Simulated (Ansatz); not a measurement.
Subject: the formation energy of LiI (rock salt, Fm-3m) from the elements. Reaction: Li (bcc) + I (Cmce) → LiI (rock salt). Negative: the products are lower in energy. The value is per atom of the solid.

Li (bcc, Im-3m), 1 atom in the cell, k-point mesh 24×24×24 on the run's own vectors. Conventional cell: a = b = c = 3.3221 Å, α = β = γ = 90.00°.

I (Cmce), 4 atoms in the cell, k-point mesh 8×8×4 on the run's own vectors. Conventional cell: a = 7.3376 Å, b = 4.4848 Å, c = 9.6499 Å, α = β = γ = 90.00°.

LiI (rock salt, Fm-3m), 2 atoms in the cell, k-point mesh 10×10×10 on the run's own vectors.
```xyz
2
Lattice="0.0000 2.9290 2.9290 2.9290 0.0000 2.9290 2.9290 2.9290 0.0000" Properties=species:S:1:pos:R:3 pbc="T T T"
Li     0.0000     0.0000     0.0000
I      2.9290     2.9290     2.9290
```

Plane-wave PAW calculations with Ansatz (a program for electronic structure), its default PAW set, cutoff 420 eV, 500 eV for r2SCAN. The structures are at rest with PBE+D3(BJ); other levels are single points on them. HSE06 runs on coarser k-point meshes, mended by the PBE difference between the two meshes. Some cells are metallic or hold partly filled levels, where a hybrid on a coarse mesh is less sure. Neutral cells; Fermi-Dirac smearing of at most 0.10 eV in the solids, energies taken to zero width. The lattices are those relaxed with PBE+D3(BJ), so at other levels the solids can be strained, which adds to the spread. A dispersion term (D3(BJ), or D4 for r2SCAN) was computed beside these levels and is taken off wherever the name lacks it. Nuclei at rest; no vibrational terms. The runs are scalar-relativistic, without spin-orbit coupling.

**Question.** Predict the value from r2SCAN.

**Answer.** -1.37 eV/atom, for Li (bcc) + I (Cmce) → LiI (rock salt).

**Question.** What do the other levels give, and how wide is the spread?

**Answer.** 
```json
[
 {"Level": "PBE", "value (eV/atom)": "-1.21", "less r2SCAN": "0.16"},
 {"Level": "r2SCAN+D4", "value (eV/atom)": "-1.38", "less r2SCAN": "-0.01"},
 {"Level": "HSE06", "value (eV/atom)": "-1.35", "less r2SCAN": "0.02"}
]
```

The levels span 0.17 eV/atom, from r2SCAN+D4 (-1.38) to PBE (-1.21).
